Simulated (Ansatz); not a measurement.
The system is Ta2N.

```
Ta N
1.0
     3.11286    0.00000    0.00000
    -1.55643    2.69582    0.00000
     0.00000    0.00000    4.86984
Ta N
2 1
Direct
  0.33333 0.66667 0.25471
  0.66667 0.33333 0.74529
  0.00000 0.00000 0.00000
```

The cell comes from a database or a generator and needn't be the stable form of this composition.

Base run:

| Quantity | Value |
| --- | --- |
| Program | Ansatz 0.2.0 |
| Functional | r2SCAN |
| Potentials or basis | Ansatz PAW |
| Cutoff | 500 eV (not typed: the program's choice for these potentials) |
| k mesh | 10 × 10 × 6 |
| Occupations | fermi-dirac, width 0.05 eV |
| Spin | no spin polarisation |
| Hubbard terms | Ta d U = 5 eV |

Its results: band gap on the k mesh none (metal or under the smearing width); pressure -1.6 GPa; largest force 0.278 eV/Å.

Q: After a change of settings the same cell gave: band gap on the k mesh none (metal or under the smearing width); pressure -4.0 GPa; largest force 0.179 eV/Å. Which change was it?
A. hubbard terms from Ta d U = 5 eV to none; hubbard projectors from ortho-atomic (the default) to none
B. spin from no spin polarisation to spin-orbit coupling, no magnetisation; hubbard terms from Ta d U = 5 eV to none; hubbard projectors from ortho-atomic (the default) to none; potential files from those of the base run to others of the same set
C. hubbard terms from Ta d U = 5 eV to Ta d U = 8 eV
D. hubbard terms from Ta d U = 5 eV to Ta d U = 2 eV

A: D.

Caveats: spin-orbit coupling is left out, which moves the levels of the heavy elements; U without spin polarisation on a metal has little footing; the PAW data sets come from PBE, with cores solved anew for the run's functional, which leaves a small shift of forces and pressure.
